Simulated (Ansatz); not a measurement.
# TiAl₂: opening a crack plane

TiAl₂, Cmmm, a = 3.901 Å, b = 12.053 Å, c = 3.972 Å. The structure is a COD entry; whether it is the stable form wasn't checked. Ansatz: PBEsol, PAW, 420 eV, Γ-centred 12×12×4 mesh on 12 atoms, Gaussian smearing 0.15 eV; no spin polarisation. One cut on (0-10) per cell of 12 atoms is opened rigidly by x, between planes of Al+Ti and Al+Ti that stand 1.86 Å apart; y is the energy per area (15.495 Å², 1 eV/Å² = 16.02 J/m²).

```
x (Å) y (J/m²)
 0.00     0.000
 0.25     0.225
 0.50     0.723
 0.75     1.285
 1.00     1.803
 1.50     2.584
 2.00         ?
 3.00     3.446
 4.50     3.532
 6.00     3.537
```

Q: Fit the universal binding curve y = W[1 − (1 + x/l) e^(−x/l)] to the other rows, give the peak stress, and predict the missing value.

A: Least squares gives W = 3.56 J/m² and l = 0.589 Å. The stress dy/dx peaks at x = l with W/(e l) = 22.2 GPa, for rigid faces. At x = 2.00: x/l = 3.396, y = 3.035 J/m². The run gave 3.062 J/m², so the fit is 0.027 J/m² too low, within twice the rms miss on the fitted rows (0.016 J/m²).

Cost: 12 runs of about 18 core-minutes in all, on Arm Neoverse V2 (shared hosts).